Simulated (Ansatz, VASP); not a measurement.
## Two plane-wave programs on In2O

```
In O
1.0
     3.19198    0.00000    0.00000
    -1.59599    2.76433    0.00000
     0.00000    0.00000   11.02399
In O
4 2
Direct
  0.33333 0.66667 0.60835
  0.66667 0.33333 0.10835
  0.66667 0.33333 0.39165
  0.33333 0.66667 0.89165
  0.33333 0.66667 0.25000
  0.66667 0.33333 0.75000
```

Change from the starting cell: species swapped into the Re2C type (P6_3/mmc, No. 194).

Alike in both runs: task single point; functional PBE; k mesh 6 × 6 × 2; occupations gaussian, width 0.1 eV; no spin polarisation.

|  | VASP | Ansatz |
| --- | --- | --- |
| version | VASP 6.6.1 | Ansatz 0.2.0 |
| potentials or method | VASP PAW PBE potentials, release 64 (In_d, O) | scalar-relativistic, plane waves, PAW |
| plane-wave cutoff (eV) | 520 | 420 |
| valence electrons in the cell | 64 | 64 |

|  | VASP | Ansatz | Ansatz less VASP |
| --- | --- | --- | --- |
| gap on the k mesh at the Fermi level (eV) | none | none | - |
| pressure (GPa) | 14.4 | 14.3 | -0.06 |
| largest component of the traceless stress (GPa) | 1.08 | 1.02 | -0.059 |
| rms of the force components (eV/Å) | 0.268 | 0.279 | +0.0113 |

Atom by atom the forces differ by 0.011 eV/Å (rms over components). A gap of «none» marks a metal or a gap that the smearing closes. With one functional, cell and mesh, what is left measures potentials, basis and numerics.

Caveats: the k mesh is coarse (spacing up to 0.38 Å⁻¹), so the values aren't converged.
